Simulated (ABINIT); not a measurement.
Crystal: Si2Ni.

```
Ni Si
1.0
     0.00000    2.70300    2.70300
     2.70300    0.00000    2.70300
     2.70300    2.70300    0.00000
Ni Si
1 2
Cartesian
  0.0000 0.0000 0.0000
  4.0545 4.0545 4.0545
  1.3515 1.3515 1.3515
```

- Program: ABINIT 10.8.3 (patched build)
- Task: relaxation of cell and atoms
- Functional: PBE
- Potentials or basis: PseudoDojo NC SR PBE v0.4.1 standard
- Cutoff: 1333 eV
- k mesh: 7 × 7 × 7
- Occupations: fermi-dirac, width 0.05 eV
- Spin: collinear spin, ferromagnetic start
- Starting moments: [1.0, 0.0, 0.0] μB

At the start: pressure 3.1 GPa; volume 13.17 Å³/atom.

Task: Where does the relaxation end?

Result: Over 4 steps the energy falls by 2.5 meV/atom and the volume is 13.43 Å³/atom (+2.0 %); space group Fm-3m (No. 225, to 0.05 Å); moment 0.00 μB per cell.

The path:
```csv
step,energy change (eV),largest force (eV/Å),pressure (GPa),volume (Å³)
1,0.0000,0.0000,3.13,39.50
2,-0.0055,0.0000,1.57,39.88
3,-0.0075,0.0000,0.05,40.27
4,-0.0075,0.0000,0.00,40.28
```

Final structure:
```
CELL_PARAMETERS angstrom
0.00000 2.72075 2.72075
2.72075 0.00000 2.72075
2.72075 2.72075 0.00000
ATOMIC_POSITIONS crystal
Ni 0.00000 0.00000 0.00000
Si 0.75000 0.75000 0.75000
Si 0.25000 0.25000 0.25000
```

Caveat: small starting moments can end in a higher magnetic state in this program.
